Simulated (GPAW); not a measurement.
Here is a GPAW 26.7.0 calculation.

run.py

```python
import json
import numpy as np
from ase import Atoms
from ase.dft.bandgap import bandgap
from ase.io import write
from gpaw import GPAW, PW
from gpaw.response.g0w0 import G0W0

atoms = Atoms(['As', 'Ga'],
              cell=[[0.0, 2.82685, 2.82685],
                    [2.82685, 0.0, 2.82685],
                    [2.82685, 2.82685, 0.0]],
              scaled_positions=[[0.75, 0.75, 0.75],
                                [0.0, 0.0, 0.0]],
              pbc=True)

calc = GPAW(mode=PW(400),
            xc='PBE',
            kpts={'size': (4, 4, 4), 'gamma': True},
            occupations={'name': 'fermi-dirac', 'width': 0.001},
            nbands=11,
            convergence={'density': 1e-06},
            maxiter=150,
            txt='gpaw.txt')
atoms.calc = calc
energy = atoms.get_potential_energy()
calc.write('gs.gpw')
write('result.traj', atoms)
print(f'Energy: {energy:.6f} eV')
print('Fermi level:', round(calc.get_fermi_level(), 4), 'eV')
print(f'Gap: {bandgap(calc)[0]:.4f} eV, direct: {bandgap(calc, direct=True)[0]:.4f} eV')

calc.diagonalize_full_hamiltonian(nbands=106)
calc.write('full.gpw', mode='all')

ibz = calc.get_ibz_k_points()
gap, vbm, cbm = bandgap(calc, output=None)
gap, direct, _ = bandgap(calc, direct=True, output=None)
gamma = int(np.abs(ibz).sum(1).argmin())
kpts = sorted({gamma, vbm[1], cbm[1], direct[1]})
gw = G0W0(calc='full.gpw',
          filename='gw',
          ecut=100,
          ecut_extrapolation=True,
          relbands=(-2, 2),
          kpts=kpts,
          integrate_gamma='WS',
          ppa=True)
gw.calculate()
results = {mode: {key: np.asarray(r[key]).tolist() for key in ['f', 'eps', 'vxc', 'exx', 'sigma', 'Z', 'qp', 'sigma_eskn']}
           for mode, r in gw.all_results.items()}
json.dump({'kpts': ibz[kpts].tolist(), 'results': results}, open('gw.json', 'w'))
for mode, r in results.items():
    f, qp = np.array(r['f']), np.array(r['qp'])
    print(mode, 'quasiparticle energies (eV):')
    print(qp.round(3))
    print(mode, 'gap:', round(qp[f < 0.5].min() - qp[f > 0.5].max(), 4), 'eV')
```

Potentials or basis: GPAW PAW data sets (gpaw-data 1.2.1), pw.

The run is started by

```console
$ OMP_NUM_THREADS=1 python run.py
```

Predict the quasiparticle gap.

1.78 eV.

What does it give for the least direct quasiparticle gap?

1.78 eV.

What does it give for the band gap on the k mesh, mean-field level?

0.57 eV, direct.

Caveat: the k mesh is coarse (spacing up to 0.48 Å⁻¹), so the values aren't converged; the quasiparticle gap is taken among the few k points that were corrected; the long-wavelength limit can be off by a per cent or two. A k mesh can miss the band edges.
